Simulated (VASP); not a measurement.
# SnTe in VASP: notebook, part 2 of 2

VASP 6.6.1. The steps go on from the part before.

**3. Single point, PBE ((1 1 1) slab, atoms relaxed)**

INCAR reads:

```
PREC     = Accurate       # precision mode
ENCUT    = 520            # plane-wave cutoff, eV
EDIFF    = 1E-6           # SCF threshold, eV
ISMEAR   = 0              # smearing method
SIGMA    = 0.05           # smearing width, eV
LREAL    = False          # projectors in reciprocal space
LASPH    = True           # aspherical terms in the spheres
NELM     = 100            # most SCF steps
ALGO     = Fast           # electronic algorithm
ISIF     = 2              # what is computed and relaxed
LWAVE    = False          # write WAVECAR
LCHARG   = False          # write CHGCAR
LDIPOL   = True         
IDIPOL   = 3            
DIPOL    = 0.5 0.5 0.500
GGA      = PE             # functional
NBANDS   = 50             # bands
```

KPOINTS reads:

```
regular mesh
0
Gamma
  9 9 1
```

POSCAR reads:

```
SnTe
1.0
    4.5346574218      0.0000000000      0.0000000000
   -2.2673287109      3.9271285247      0.0000000000
    0.0000000000      0.0000000000     27.9588629819
Te Sn
4 4
Direct
    0.3333333333      0.6666666667      0.2636568733
    0.0000000000      0.0000000000      0.4031505996
    0.6666666667      0.3333333333      0.5424112250
    0.3333333333      0.6666666667      0.6816368281
    0.6666666667      0.3333333333      0.3173756701
    0.3333333333      0.6666666667      0.4578934275
    0.0000000000      0.0000000000      0.5972850599
    0.6666666667      0.3333333333      0.7365903164
```

Potentials or basis: VASP PAW PBE potentials, release 64 (Te, Sn_d).

Launch:

```console
$ cat potpaw_PBE.64/Te/POTCAR potpaw_PBE.64/Sn_d/POTCAR > POTCAR
$ mpirun -np 1 vasp_std > vasp.out
```

OUTCAR:

```text
PREC = Accurate
   ENCUT = 520
   EDIFF = 1E-6
   ISMEAR = 0
   LREAL = False
   LASPH = True
   NELM = 100
   ISIF = 2
   GGA = PE

 ion  position               nearest neighbor table
   1  0.333  0.667  0.264-   5 3.02   5 3.02   5 3.02
   2  0.000  0.000  0.403-   6 3.03   6 3.03   6 3.03   5 3.55   5 3.55   5 3.55
   3  0.667  0.333  0.542-   7 3.03   7 3.03   7 3.03   6 3.53   6 3.53   6 3.53
   4  0.333  0.667  0.682-   8 3.04   8 3.04   8 3.04   7 3.52   7 3.52   7 3.52
   5  0.667  0.333  0.317-   1 3.02   1 3.02   1 3.02   2 3.55   2 3.55   2 3.55
   6  0.333  0.667  0.458-   2 3.03   2 3.03   2 3.03   3 3.53   3 3.53   3 3.53
   7  0.000  0.000  0.597-   3 3.03   3 3.03   3 3.03   4 3.52   4 3.52   4 3.52
   8  0.667  0.333  0.737-   4 3.04   4 3.04   4 3.04

  LATTYP: Found a hexagonal cell.
 ALAT       =     4.5346574218
 C/A-ratio  =     6.1655954091

  Lattice vectors:

 A1 = (   4.5346574218,   0.0000000000,   0.0000000000)
 A2 = (  -2.2673287109,   3.9271285247,   0.0000000000)
 A3 = (   0.0000000000,   0.0000000000,  27.9588629819)

Analysis of symmetry for initial positions (statically):
=====================================================================
 Subroutine PRICEL returns:
 Original cell was already a primitive cell.

 Routine SETGRP: Setting up the symmetry group for a
 hexagonal supercell.

 Subroutine GETGRP returns: Found  6 space group operations
 (whereof  6 operations were pure point group operations)
 out of a pool of 24 trial point group operations.

The static configuration has the point symmetry C_3v.

Analysis of symmetry for dynamics (positions and initial velocities):
=====================================================================
 Subroutine PRICEL returns:
 Original cell was already a primitive cell.

 Routine SETGRP: Setting up the symmetry group for a
 hexagonal supercell.

 Subroutine GETGRP returns: Found  6 space group operations
 (whereof  6 operations were pure point group operations)
 out of a pool of 24 trial point group operations.

[... 134 lines left out ...]
  volume of cell :      497.90
 maximum number of plane-waves:     13493
 NGX is ok and might be reduce to    36
   NGX = 17   NGY = 17   NGZ =103

 dipolmoment           0.000000      0.000000      0.000001 electrons x Angstroem

 number of electron      79.9999997 magnetization

 dipolmoment           0.000000      0.000000     -0.171103 electrons x Angstroem

 Free energy of the ion-electron system (eV)
  ---------------------------------------------------
  ext. energy  EPLUGINS =         0.00000000
  ---------------------------------------------------
  free energy    TOTEN  =       -29.47558172 eV

  energy without entropy =      -29.47040910  energy(sigma->0) =      -29.47299541

 E-fermi :   1.2945     XC(G=0):  -5.5268

 val. band max:        1.2855532199   @ k =   0.1111   0.0000   0.0000
 cond. band min:       1.3081962790   @ k =   0.4444   0.0000   0.0000
 fundamental gap:      0.0226430592
 Fermi energy:         1.2945192714

 k-point     1 :       0.0000    0.0000    0.0000
  band No.  band energies     occupation
      1     -20.9756      2.00000
      2     -20.9756      2.00000
      3     -20.9350      2.00000
      4     -20.9350      2.00000
      5     -20.9216      2.00000
      6     -20.6337      2.00000
[... 625 lines left out ...]
     49       4.9046      0.00000
     50       5.4341      0.00000

------------------------ aborting loop because EDIFF is reached ----------------------------------------

 vacuum level on the upper side and lower side of the slab       (xc-potential included)        -1.085         0.623

  FORCE on cell =-STRESS in cart. coord.  units (eV):
  Direction    XX          YY          ZZ          XY          YZ          ZX
  --------------------------------------------------------------------------------------
  -------------------------------------------------------------------------------------
  Total       -2.7482762     -2.7482762      0.0123001      0.0000000      0.0000000      0.0000000
  in kB       -8.8436562     -8.8436562      0.0395802      0.0000000      0.0000000      0.0000000
  external PRESSURE =      -5.8825774 kB  Pullay stress =       0.0000000 kB

 VOLUME and BASIS-vectors are now :
 -----------------------------------------------------------------------------
  energy-cutoff  :      520.00
  volume of cell :      497.90
      direct lattice vectors                 reciprocal lattice vectors
     4.534657422  0.000000000  0.000000000     0.220523825  0.127319490  0.000000000
    -2.267328711  3.927128525  0.000000000     0.000000000  0.254638980  0.000000000
     0.000000000  0.000000000 27.958862982     0.000000000  0.000000000  0.035766834

 POSITION                                       TOTAL-FORCE (eV/Angst)
 -----------------------------------------------------------------------------------
     -0.00000      2.61809      7.37155         0.000000     -0.000000     -0.015785
      0.00000      0.00000     11.27163         0.000000      0.000000     -0.019916
      2.26733      1.30904     15.16520         0.000000      0.000000     -0.012745
     -0.00000      2.61809     19.05779         0.000000      0.000000     -0.014020
      2.26733      1.30904      8.87346        -0.000000      0.000000      0.019221
     -0.00000      2.61809     12.80218         0.000000      0.000000      0.017766
      0.00000      0.00000     16.69941        -0.000000      0.000000      0.014525
      2.26733      1.30904     20.59423        -0.000000      0.000000      0.010955
 -----------------------------------------------------------------------------------
    total drift:                                0.000000      0.000000     -0.000930

  FREE ENERGIE OF THE ION-ELECTRON SYSTEM (eV)
  ---------------------------------------------------
  free  energy   TOTEN  =       -29.4755817161 eV

  energy  without entropy=      -29.4704091037  energy(sigma->0) =      -29.47299541

 vacuum level on the upper side and lower side of the slab         4.536         6.273
```

stdout:

```text
POSCAR found type information on POSCAR TeSn
 POSCAR found :  2 types and       8 ions
 scaLAPACK will be used
 LDA part: xc-table for (Slater+PW92), standard interpolation
 POSCAR, INCAR and KPOINTS ok, starting setup
 FFT: planning ... GRIDC
 FFT: planning ... GRID_SOFT
 FFT: planning ... GRID
 WAVECAR not read
 entering main loop
```

Wall time 12 min (1 thread of Intel Xeon Platinum 8259CL at 2.50GHz (Skylake/Cascade Lake), shared host); peak memory 0.71 GiB.

Results:

- Free energy: -29.4756 eV
- Largest force: 0.020 eV/Å
- Band gap on the k mesh: none (metal or under the smearing width)

Forces in eV/Å, atoms in the order of the input:
```
Te   0.000  0.000 -0.016
Te   0.000  0.000 -0.020
Te   0.000  0.000 -0.013
Te   0.000  0.000 -0.014
Sn   0.000  0.000  0.019
Sn   0.000  0.000  0.018
Sn   0.000  0.000  0.015
Sn   0.000  0.000  0.011
```

Levels at points of the mesh, in eV from the Fermi level:
| k point | band 38 | band 39 | band 40 | band 41 | band 42 | band 43 |
| --- | --- | --- | --- | --- | --- | --- |
| (0.00, 0.00, 0.00) | -1.06 | -0.76 | -0.38 | -0.16 | 0.90 | 0.90 |

Spin-orbit coupling is left out, which matters for the levels of Te.

**4. Single point, PBE ((1 1 1) slab cut from the bulk)**

INCAR reads:

```
  PREC = Accurate
  ENCUT = 520
  EDIFF = 1E-6
  ISMEAR = 0
  SIGMA = 0.05
  LREAL = False
  LASPH = True
  NELM = 100
  ALGO = Fast
  ISIF = 2
  LWAVE = False
  LCHARG = True
  LDIPOL = True
  IDIPOL = 3
  DIPOL = 0.5 0.5 0.500
  GGA = PE
  LELF = True
  LVHAR = True
  LVACPOTAV = True
  NBANDS = 50
```

KPOINTS reads:

```
Automatic mesh
0
Gamma
  9 9 1
```

POSCAR reads:

```
SnTe
1.0
    4.5346574218      0.0000000000      0.0000000000
   -2.2673287109      3.9271285247      0.0000000000
    0.0000000000      0.0000000000     27.9588629819
Te Sn
4 4
Direct
    0.3333333333      0.6666666667      0.2682512520
    0.0000000000      0.0000000000      0.4006791080
    0.6666666667      0.3333333333      0.5331069640
    0.3333333333      0.6666666667      0.6655348200
    0.6666666667      0.3333333333      0.3344651800
    0.3333333333      0.6666666667      0.4668930360
    0.0000000000      0.0000000000      0.5993208920
    0.6666666667      0.3333333333      0.7317487480
```

Launch:

```console
$ cat potpaw_PBE.64/Te/POTCAR potpaw_PBE.64/Sn_d/POTCAR > POTCAR
$ mpirun -np 1 vasp_std > vasp.out
```

Wall time 14 min (1 thread of Intel Xeon Platinum 8259CL at 2.50GHz (Skylake/Cascade Lake), shared host); peak memory 0.7 GiB.

Results (log left out):

```
Free energy                     : -28.6907 eV
Largest force                   : 1.637 eV/Å
Band gap on the k mesh          : none (metal or under the smearing width)
Work function of the upper face : 3.43 eV
Work function of the lower face : 5.45 eV
```

Forces in eV/Å, atoms in the order of the input:
```
Te   0.000  0.000  1.250
Te   0.000  0.000  0.812
Te   0.000  0.000  0.642
Te   0.000  0.000  0.868
Sn   0.000  0.000 -1.637
Sn   0.000  0.000 -0.671
Sn   0.000  0.000 -0.715
Sn   0.000  0.000 -0.548
```

Levels at points of the mesh, in eV from the Fermi level:
| k point | band 37 | band 38 | band 39 | band 40 | band 41 | band 42 | band 43 | band 44 |
| --- | --- | --- | --- | --- | --- | --- | --- | --- |
| (0.00, 0.00, 0.00) | -0.68 | -0.27 | -0.27 | -0.21 | 0.28 | 0.64 | 0.64 | 0.99 |

The run has no spin-orbit coupling, so splittings on Te are missing.

**5. The runs side by side**

```tsv
potentials or basis	cell	k mesh	further INCAR settings	gap on the mesh (eV)	largest force (eV/Å)
VASP PAW PBE potentials, release 64 (Sn_d, Te)	(1 0 0) slab, atoms relaxed	8 × 8 × 1	ALGO = Fast; EDIFF = 1e-07; NBANDS = 28	0.86	0.01
VASP PAW PBE potentials, release 64 (Te, Sn_d)	(1 1 1) slab, atoms relaxed	9 × 9 × 1	ALGO = Fast; EDIFF = 1e-06; NBANDS = 50	none	0.02
VASP PAW PBE potentials, release 64 (Te, Sn_d)	(1 1 1) slab cut from the bulk	9 × 9 × 1	ALGO = Fast; EDIFF = 1e-06; NBANDS = 50	none	1.64
```

Alike in all rows: task single point; level PBE; no spin polarisation; cutoff (eV) 520; smearing gaussian 0.05 eV.

Caveats: spin-orbit coupling is left out, which moves the levels of the heavy elements (some runs).

Total energies depend on the potentials used, so only differences within one code and one set of settings carry meaning.
